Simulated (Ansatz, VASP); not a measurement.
## One calculation of LiSe6, two programs

Contents of INCAR:

```
SYSTEM = LiSe6
PREC = Accurate
ENCUT = 600
EDIFF = 1E-6
ISMEAR = 0
SIGMA = 0.1
LREAL = .False.
LASPH = .True.
NELM = 100
ALGO = Normal
ISIF = 3
LWAVE = .False.
LCHARG = .False.
GGA = PE
IBRION = 2
NSW = 100
EDIFFG = -0.01
```

The input KPOINTS:

```
regular mesh
0
Gamma
  6 6 10
  0 0 0
```

The input POSCAR:

```
LiSe6
1.0
    8.0815913241      0.0000000000      0.0000000000
   -4.0407956621      6.9988633897      0.0000000000
    0.0000000000      0.0000000000      4.0627000932
Li Se
1 6
Direct
    0.0000000000      0.0000000000      0.0000000000
    0.0000000000      0.3048663817      0.5000000000
    0.6951336183      0.6951336183      0.5000000000
    0.3048663817      0.0000000000      0.5000000000
    0.0000000000      0.6951336183      0.5000000000
    0.3048663817      0.3048663817      0.5000000000
    0.6951336183      0.0000000000      0.5000000000
```

Input for Ansatz:

```yaml
crystal:
  lattice:
    - [8.0815913241, 0.0, 0.0]
    - [-4.0407956621, 6.9988633897, 0.0]
    - [0.0, 0.0, 4.0627000932]
  atoms:
    - { symbol: Li, position: [0.0, 0.0, 0.0] }
    - { symbol: Se, position: [0.0, 0.3048663817, 0.5] }
    - { symbol: Se, position: [0.6951336183, 0.6951336183, 0.5] }
    - { symbol: Se, position: [0.3048663817, 0.0, 0.5] }
    - { symbol: Se, position: [0.0, 0.6951336183, 0.5] }
    - { symbol: Se, position: [0.3048663817, 0.3048663817, 0.5] }
    - { symbol: Se, position: [0.6951336183, 0.0, 0.5] }
basis:
  ecutwfc: 420
kpoints:
  mp_grid: { grid: [6, 6, 10] }
hamiltonian:
  xc: pbe
scf:
  occupations: { method: gaussian, width: 0.1 }
output:
  forces: true
  stress: true
  eigenvalues: true
relax:
  adjacent_minimum: "off"
  f_tol: 0.01
  max_steps: 80
  cell: { stress_tol: 0.05 }
```

Change from the starting cell: species swapped into the LiC6 type (P6/mmm, No. 191).

Alike in both runs: task relaxation of cell and atoms; functional PBE; k mesh 6 × 6 × 10; occupations gaussian, width 0.1 eV; no spin polarisation.

|  | VASP | Ansatz |
| --- | --- | --- |
| version | VASP 6.6.1 | Ansatz 0.2.0 |
| potentials or method | VASP PAW PBE potentials, release 64 (Li_sv, Se) | scalar-relativistic, plane waves, PAW |
| plane-wave cutoff (eV) | 600 | 420 |
| valence electrons in the cell | 39 | 99 |

|  | VASP | Ansatz | Ansatz less VASP |
| --- | --- | --- | --- |
| gap on the k mesh at the Fermi level, each at its own relaxed structure (eV) | none | none | - |
| relaxed volume (Å³/atom) | 32.34 | 32.41 | +0.070 |
| relaxed cell length with the largest relative difference (Å) | 3.903 | 3.911 | +0.0081 |
| energy change over the relaxation (meV/atom) | -4 | -4 | 0.0 |

A gap of «none» marks a metal or a gap that the smearing closes. The two sets of potentials don't hold the same shells in valence.

Caveats: the cutoff is under 1.25 times the usual one of these potentials, so pressure, stress and relaxed cells hold a basis-set (Pulay) error (VASP).
